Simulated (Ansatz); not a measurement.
Computed with Ansatz 0.2.0, DFT PBE, scalar-relativistic, plane waves, PAW. Settings: cutoff 420 eV, Γ-centred meshes spaced at most about 0.3 Å⁻¹, and about 0.25 Å⁻¹ or finer for metals (2π included), Gaussian smearing. No spin polarisation in the final relaxations.

These are static total energies at zero pressure. All come from trial cells, and lower structures may exist.

Question: Which of these relaxed structures of Si is the lowest in energy?
A.

```
Si
1.0
     3.33452   -3.86706    0.00000
     3.33452    3.86706    0.00000
     0.00000    0.00000    6.70635
Si
8
Direct
  0.31277 0.04569 0.41110
  0.45431 0.18723 0.08890
  0.04569 0.31277 0.58890
  0.18723 0.45431 0.91110
  0.95431 0.68723 0.41110
  0.68723 0.95431 0.58890
  0.81277 0.54569 0.08890
  0.54569 0.81277 0.91110
```

B.

```
Si
1.0
     3.86353    0.00000    0.00000
    -1.93177    3.34592    0.00000
     0.00000    0.00000   25.30245
Si
16
Direct
  0.33333 0.66667 0.20285
  0.66667 0.33333 0.70285
  0.33333 0.66667 0.57802
  0.66667 0.33333 0.07802
  0.00000 0.00000 0.95321
  0.00000 0.00000 0.45321
  0.33333 0.66667 0.82848
  0.66667 0.33333 0.32848
  0.33333 0.66667 0.92198
  0.66667 0.33333 0.42198
  0.00000 0.00000 0.04679
  0.00000 0.00000 0.54679
  0.33333 0.66667 0.29715
  0.66667 0.33333 0.79715
  0.33333 0.66667 0.67152
  0.66667 0.33333 0.17152
```

C.

```
Si
1.0
     3.90523    0.00000    0.00000
    -1.95261    3.38203    0.00000
     0.00000    0.00000    4.11693
Si
3
Direct
  0.00000 0.50000 0.66667
  0.50000 0.50000 0.33333
  0.50000 0.00000 0.00000
```

D.

```
Si
1.0
     4.10944    0.00000    0.00000
     0.00000    4.10944    0.00000
     0.00000    0.00000   10.99268
Si
10
Direct
  0.50000 0.50000 0.00000
  0.50000 0.50000 0.50000
  0.15501 0.74601 0.64533
  0.84499 0.25399 0.64533
  0.74601 0.84499 0.35467
  0.25399 0.15501 0.35467
  0.15501 0.25399 0.14533
  0.84499 0.74601 0.14533
  0.74601 0.15501 0.85467
  0.25399 0.84499 0.85467
```

Answer: B. It has space group P6_3/mmc (No. 194); the next, A, with space group Cmce (No. 64), lies 102 meV/atom higher. Counting all near atoms (those within 1.25 times the shortest such distance or 1.15 times the sum of covalent radii), the lowest and the next both have Si 4.

With atoms moved at random, P6_3/mmc came back. Other cells relaxed within their symmetry can be saddle points. The part of the Crystallography Open Database at hand lists Si in space groups No. 64, 74, 164, 191, 194 and others; sharing a group (Cmce and P6_3/mmc) doesn't make a cell the listed structure. Some types were kept out of the candidates beforehand, so the set may lack a known form.
